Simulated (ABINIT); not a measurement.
Runs of ABINIT 10.8.3 (patched build) on Pt. Symmetry: Fm-3m, No. 225, cubic system. The conventional cell has a = 3.922 Å, b = 3.922 Å, c = 3.922 Å, α = 90.00°, β = 90.00°, γ = 90.00°. Pt (site symmetry m-3m) has 12 Pt at 2.77 Å as nearest neighbours. 

| task | cell | k mesh | cutoff (eV) | smearing | bands in the sums | broadening (eV) | scissor shift (eV) | tensor components | cell freedom (optcell) | gap on the mesh (eV) | pressure (GPa) |
| --- | --- | --- | --- | --- | --- | --- | --- | --- | --- | --- | --- |
| optical spectrum | as given | 12 × 12 × 12, with 4 shifts | 1034 | gaussian 0.1 eV | 17 | 0.1 | 0 | [11] | - | - | -2.2 |
| single point | as given | 9 × 9 × 9 | 1034 | fermi-dirac 0.05 eV | - | - | - | - | - | none | -2.5 |
| relaxation of cell and atoms | relaxed | 9 × 9 × 9 | 1143 | fermi-dirac 0.05 eV | - | - | - | - | 2 | none | 0.0 |
| optical spectrum | as given | 12 × 12 × 12, with 4 shifts | 1034 | cold (ABINIT) 0.1 eV | 15 | 0.1 | 0 | [11] | - | - | (a) |

Alike in all rows: level PBEsol; potentials or basis PseudoDojo NC SR PBEsol v0.4.1 standard; no spin polarisation.

Task: Estimate the missing entries.

Result: (a) -2.3.

Caveats: the intraband (Drude) term is left out (some runs); spectra need much finer meshes, so this one isn't converged (some runs).

A k mesh can miss the band edges, and the runs leave out spin-orbit coupling on Pt.

A gap of «none» marks a metal or a gap under the smearing width.

Not every run made on this cell is shown here.
